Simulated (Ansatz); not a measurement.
**Bands of SiO$_{2}$**

```
CELL_PARAMETERS angstrom
-2.37405 2.37405 3.74400
2.37405 -2.37405 3.74400
2.37405 2.37405 -3.74400
ATOMIC_POSITIONS crystal
Si 0.00000 0.00000 0.00000
Si 0.75000 0.25000 0.50000
O 0.99838 0.62500 0.87338
O 0.37500 0.24838 0.37338
O 0.75162 0.12500 0.12662
O 0.87500 0.00162 0.62662
```

Atoms are numbered in the order listed.

The cell is COD entry 9006285, as deposited and not checked against the literature; nothing was relaxed.

Method: DFT, PBEsol, all-electron LAPW, scalar-relativistic (Ansatz 0.2.0).

Settings: a Γ-centred 7×7×7 k mesh, Fermi–Dirac smearing of 0.03 eV, basis error target 1 meV/atom, no spin polarisation.

Points in fractions of the reciprocal vectors of this cell: Γ (0, 0, 0), X (0, 0, 0.5), P (0.25, 0.25, 0.25), N (0, 0.5, 0), M (0.5, 0.5, -0.5), S (0.351, 0.649, -0.351), S0 (-0.351, 0.351, 0.351). The path joins them by straight lines in the order Γ–X–P–N–Γ–M–S–S0–Γ; legs that retrace an earlier one aren't tabulated. Energies are in eV from the top of the valence band.

Question: List the levels at S between -14 and 8 eV.

Answer: -7.23, -6.38, -4.85, -4.60, -2.82, -2.25, -2.16, -1.55, -1.17, -1.03, -0.40, -0.13.

Question: List the levels at M between -14 and 8 eV.

Answer: -6.77 (×2), -4.67 (×2), -2.38 (×2), -1.94 (×2), -1.51 (×2), -0.11 (×2).

Question: List the levels at S0 between -14 and 8 eV.

Answer: -7.23, -6.38, -4.85, -4.60, -2.82, -2.25, -2.16, -1.55, -1.17, -1.03, -0.40, -0.13.

Question: What is the band gap?

Answer: 5.98 eV, direct at Γ.
